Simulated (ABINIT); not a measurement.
ZrB2:

```
CELL_PARAMETERS angstrom
3.17000 0.00000 0.00000
-1.58500 2.74530 0.00000
0.00000 0.00000 3.53300
ATOMIC_POSITIONS crystal
Zr 0.00000 0.00000 0.00000
B 0.66667 0.33333 0.50000
B 0.33333 0.66667 0.50000
```

Program: ABINIT 10.8.3 (patched build). Alike in all runs: no spin polarisation; cell as given; smearing fermi-dirac 0.05 eV.

Question: Order these runs on this cell by their pressure, lowest first.
A. level PW91; potentials or basis JTH PAW PBE v2.0; k mesh 10 × 10 × 8; cutoff (eV) 544; fine-grid cutoff 1088.46 eV; mesh quality not flagged
B. level AM05; potentials or basis JTH PAW PBE v2.0; k mesh 10 × 10 × 8; cutoff (eV) 463; fine-grid cutoff 925.187 eV; mesh quality not flagged
C. level LDA; potentials or basis JTH PAW LDA v2.0; k mesh 4 × 4 × 3; cutoff (eV) 463; fine-grid cutoff 925.187 eV; mesh quality coarse
D. level BLYP; potentials or basis JTH PAW PBE v2.0; k mesh 10 × 10 × 8; cutoff (eV) 544; fine-grid cutoff 1088.46 eV; mesh quality not flagged
E. level rPW86PBE; potentials or basis JTH PAW PBE v2.0; k mesh 10 × 10 × 8; cutoff (eV) 463; fine-grid cutoff 925.187 eV; mesh quality not flagged

Answer: C (-8.8 GPa), B (-4.9 GPa), A (0.5 GPa), E (4.8 GPa), D (7.0 GPa).

Caveats: some runs use coarse meshes; the PAW data sets were made with another functional, which shifts forces and pressure a little (some runs).

Not every run made on this cell is shown here.
